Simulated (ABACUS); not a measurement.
Runs of ABACUS 3.10.1 on InP. Symmetry: F-43m, No. 216, cubic system. Conventional cell: a = 5.861 Å, b = 5.861 Å, c = 5.861 Å, α = 90.00°, β = 90.00°, γ = 90.00°. In (site symmetry -43m) has 4 P at 2.54 Å as nearest neighbours. P (site symmetry -43m) has 4 In at 2.54 Å as nearest neighbours. 

```tsv
task	level	potentials or basis	cell	k mesh	cutoff (eV)	threshold of the eigensolver	path	points for each segment of the path	SCF threshold on the density	eigensolver	gap on the mesh (eV)	pressure (GPa)	V0 of scaled cells (Å³/atom)	B0 (GPa)
single point	BLYP	SPMS ONCV 1.0 PBE, DZP LCAO (the cutoffs set its grid)	as given	7 × 7 × 7	1361	-	-	-	1e-07	genelpa	0.83	(b)	-	-
equation of state	LDA	PseudoDojo NC SR 0.4.1 LDA standard, DZP LCAO (the cutoffs set its grid)	as given	7 × 7 × 7	1361	-	-	-	1e-07	scalapack_gvx	-	-	(a)	(c)
single point	LDA	PseudoDojo NC SR 0.4.1 LDA standard, DZP LCAO (the cutoffs set its grid)	as given	7 × 7 × 7	1361	-	-	-	1e-07	genelpa	0.73	-0.6	-	-
single point	SCAN	SG15 ONCV 1.2 PBE, plane waves	as given	5 × 5 × 5	1116	-	-	-	1e-08	dav	0.70	0.0	-	-
equation of state	PW91	GBRV ultrasoft 1.5 PBE, plane waves	as given	6 × 6 × 6	544	-	-	-	1e-08	dav	-	-	26.38	62
relaxation of cell and atoms	PBEsol	SPMS ONCV 1.0 PBE, DZP LCAO (the cutoffs set its grid)	relaxed	7 × 7 × 7	1361	-	-	-	1e-07	genelpa	-	0.0	-	-
relaxation of cell and atoms	SCAN	SG15 ONCV 1.2 PBE, plane waves	relaxed	5 × 5 × 5	1116	-	-	-	1e-08	dav	0.70	0.0	-	-
```

Alike in all rows: no spin polarisation; smearing fermi-dirac 0.05 eV.

Estimate the missing entries.

(a) 24.95; (b) 7.4; (c) 71.

Caveats: the potentials were made for another functional, which shifts forces and pressure (some runs); the atomic orbitals were generated for these runs and aren't a published set (some runs); spin-orbit coupling is left out, which moves the levels of the heavy elements (some runs); the basis of atomic orbitals isn't converged, which shifts pressures, moduli and gaps (some runs); the relaxation stopped at its first step, so nothing moved (some runs).

A k mesh can miss the band edges, and the runs leave out spin-orbit coupling on In.

Runs at the PBE level aren't shown here.
